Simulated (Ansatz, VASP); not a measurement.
Ir: VASP beside Ansatz

File INCAR:

```
PREC = Accurate
ENCUT = 520
EDIFF = 1E-6
ISMEAR = -1
SIGMA = 0.1
LREAL = F
LASPH = T
NELM = 100
ALGO = Normal
ISIF = 2
LWAVE = F
LCHARG = F
GGA = PE
IVDW = 12
NBANDS = 10
```

KPOINTS

```
Automatic mesh
0
Gamma
  13 13 13
```

POSCAR

```
Ir
1.0
    0.0000000000      1.8809208624      1.8809208624
    1.8809208624      0.0000000000      1.8809208624
    1.8809208624      1.8809208624      0.0000000000
Ir
1
Direct
    0.0000000000      0.0000000000      0.0000000000
```

Input for Ansatz:

```yaml
crystal:
  lattice:
    - [0.0, 1.8809208623563531, 1.8809208623563531]
    - [1.8809208623563531, 0.0, 1.8809208623563531]
    - [1.8809208623563531, 1.8809208623563531, 0.0]
  atoms:
    - { symbol: Ir, position: [0.0, 0.0, 0.0] }
basis:
  ecutwfc: 500.0
kpoints:
  mp_grid:
    grid: [13, 13, 13]
hamiltonian:
  xc: pbe
  dispersion: d3bj
  pseudopotentials:
    kind: paw
scf:
  convergence:
    dr2_threshold: 1.0e-10
  occupations:
    method: fermi_dirac
    width: 0.1
output:
  stress: true
```

Alike in both runs: task single point; functional PBE; dispersion D3(BJ); k mesh 13 × 13 × 13; occupations fermi-dirac, width 0.1 eV; no spin polarisation.

|  | VASP | Ansatz |
| --- | --- | --- |
| version | VASP 6.6.1 | Ansatz 0.2.0 |
| potentials or method | VASP PAW PBE potentials, release 64 (Ir) | plane waves, PAW |
| plane-wave cutoff (eV) | 520 | 500 |
| valence electrons in the cell | 9 | 17 |

Ansatz gave:

* dispersion energy (meV/atom): -783.5

Task: Which values does VASP return?

Result: Dispersion energy (meV/atom): -783.2.

The two sets of potentials don't hold the same shells in valence.

 The runs have no spin-orbit coupling, so splittings on Ir are missing.
